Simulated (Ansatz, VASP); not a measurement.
Be (a cell with a defect) in VASP and in Ansatz

```
Be
1.0
    -4.98565    2.49283   -2.49283
    -2.49283   -2.49283   -4.98565
    -4.98565   -2.49283    2.49283
Be
23
Direct
  0.91315 0.66667 0.28433
  0.43443 0.66667 0.73889
  0.54134 0.66667 0.35757
  0.67019 0.66667 0.96567
  0.04199 0.66667 0.89243
  0.14890 0.66667 0.51111
  0.29167 0.66667 0.12500
  0.70720 0.32234 0.86975
  0.83099 0.36006 0.50417
  0.95029 0.34941 0.12500
  0.46276 0.32448 0.62500
  0.58790 0.32631 0.24278
  0.05895 0.36006 0.74583
  0.22045 0.32234 0.38025
  0.33579 0.32631 0.00722
  0.75235 0.97327 0.74583
  0.87613 0.01099 0.38025
  0.36288 0.01099 0.86975
  0.52438 0.97327 0.50417
  0.63304 0.98392 0.12500
  0.12057 0.00885 0.62500
  0.24754 0.00702 0.24278
  0.99544 0.00702 0.00722
```

Change from the starting cell: Be vacancy, atoms relaxed.

Alike in both runs: functional PBEsol; k mesh 6 × 6 × 4; occupations gaussian, width 0.1 eV; no spin polarisation.

Ansatz relaxed the structure, and its values are those at the end. VASP's run is a single point on that final structure, the one shown.

```csv
,VASP,Ansatz
version,VASP 6.6.1,Ansatz 0.2.0
potentials or method,"VASP PAW PBE potentials, release 64 (Be)","scalar-relativistic, plane waves, PAW"
plane-wave cutoff (eV),520,420
valence electrons in the cell,46,46
```

|  | VASP | Ansatz | Ansatz less VASP |
| --- | --- | --- | --- |
| gap on the k mesh at the Fermi level (eV) | none | none | - |
| pressure (GPa) | -2.1 | -2.4 | -0.35 |
| rms of the force components (eV/Å) | 0.004 | 0.005 | +0.0001 |

A gap of «none» marks a metal or a gap that the smearing closes. Ansatz warned: «stress_scf_threshold_loose».

Caveats: the PAW data sets were made with another functional, which shifts forces and pressure a little (VASP).
